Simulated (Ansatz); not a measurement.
The system is CuO.

```xyz
4
Lattice="2.8795 0.0000 0.0000 0.0391 2.8793 0.0000 0.0175 0.0172 5.1763" Properties=species:S:1:pos:R:3 pbc="T T T"
Cu    0.0195    1.4396    0.0000
Cu    1.4485    0.0086    2.5882
O     2.8881    0.0177    3.8817
O     0.0479    2.8788    1.2947
```

The cell comes from a database or a generator and needn't be the stable form of this composition.

Base run:

- Program: Ansatz 0.2.0
- Functional: r2SCAN
- Potentials or basis: Ansatz PAW
- Cutoff: 500 eV (not typed: the program's choice for these potentials)
- k mesh: 9 × 9 × 5
- Occupations: fermi-dirac, width 0.05 eV
- Spin: no spin polarisation

Its results: band gap on the k mesh none (metal or under the smearing width); pressure -0.7 GPa; largest force 0.012 eV/Å.

Question: The run is repeated on the same cell with these changes: functional from r2SCAN to PBE; cutoff from 500 eV (not typed: the program's choice for these potentials) to 420 eV (not typed: the program's choice for these potentials); k mesh from 9 × 9 × 5 to 7 × 7 × 4. What comes out?

Answer: Band gap on the k mesh none (metal or under the smearing width); pressure 5.8 GPa; largest force 0.012 eV/Å.

Several settings changed at once, so the effect can't be laid on one alone.

Caveats: the run has no spin polarisation, though such a crystal can be magnetic; semilocal functionals often make such compounds metallic where correlation or magnetic order opens a gap, which also shifts bond lengths; the PAW data sets come from PBE, with cores solved anew for the run's functional, which leaves a small shift of forces and pressure (some runs).
